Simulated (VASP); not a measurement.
# Si (strained diamond): one r²SCAN single-point calculation in two programs

```
Si
1.0
     0.00000    2.72212    2.72212
     2.83100    0.00000    2.72212
     2.83100    2.72212    0.00000
Si
2
Direct
  0.00000 0.00000 0.00000
  0.25000 0.25000 0.25000
```

The two codes use different PAW datasets and cutoffs. VASP's cell holds 8 valence electrons and Ansatz's 8. Ansatz's stress includes a Pulay correction; VASP's doesn't.

Cutoffs: 520 eV in VASP, 500 eV in Ansatz. k meshes: 8×8×8 and 8×8×8.

|  | VASP | Ansatz |
| --- | --- | --- |
| gap between bands v and c | 0.63 eV | 0.62 eV |
| least direct gap | 2.59 eV | 2.57 eV |
| pressure | -3.7 GPa | -3.5 GPa |

Band v is the last that the valence electrons fill when counted band by band, and c is the next. Levels in eV from the top of v, Ansatz:

```tsv
point	v−1	v	c	c+1
Γ	0.00	0.00	2.57	2.57
X	-3.09	-3.09	0.78	0.78
K	-4.37	-2.66	1.27	4.14
L	-1.53	-1.14	1.53	3.41
W	-3.93	-3.93	4.19	4.19
```

VASP:

```
point    v−1      v     c   c+1
    Γ   0.00   0.00  2.59  2.59
    X  -3.08  -3.08  0.80  0.80
    K  -4.36  -2.66  1.28  4.16
    L  -1.52  -1.14  1.54  3.43
    W  -3.92  -3.92  4.20  4.20
```
